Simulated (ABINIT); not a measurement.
The system is InSe.

```
In Se
1.0
     2.00000    1.15470    8.44000
    -2.00000    1.15470    8.44000
     0.00000   -2.30940    8.44000
In Se
2 2
Direct
  0.88860 0.88860 0.88860
  0.00000 0.00000 0.00000
  0.17190 0.17190 0.17190
  0.38350 0.38350 0.38350
```

Base run:

| Quantity | Value |
| --- | --- |
| Program | ABINIT 10.8.3 (patched build) |
| Functional | LDA |
| Potentials or basis | PseudoDojo NC SR LDA v0.4.1 standard |
| Cutoff | 1061 eV |
| k mesh | 6 × 6 × 6 |
| Occupations | fermi-dirac, width 0.05 eV |
| Spin | no spin polarisation |

Its results: band gap on the k mesh 0.21 eV, direct; pressure -1.7 GPa; largest force 0.236 eV/Å.

Question: The run is repeated on the same cell with these changes: functional from LDA to PBEsol; potentials or basis from PseudoDojo NC SR LDA v0.4.1 standard to PseudoDojo NC SR PBEsol v0.4.1 standard. What comes out?

Answer: Band gap on the k mesh 0.33 eV, direct; pressure 0.1 GPa; largest force 0.303 eV/Å.

Caveats: spin-orbit coupling is left out, which moves the levels of the heavy elements.

A k mesh can miss the band edges.

Not every run made on this cell is shown here.
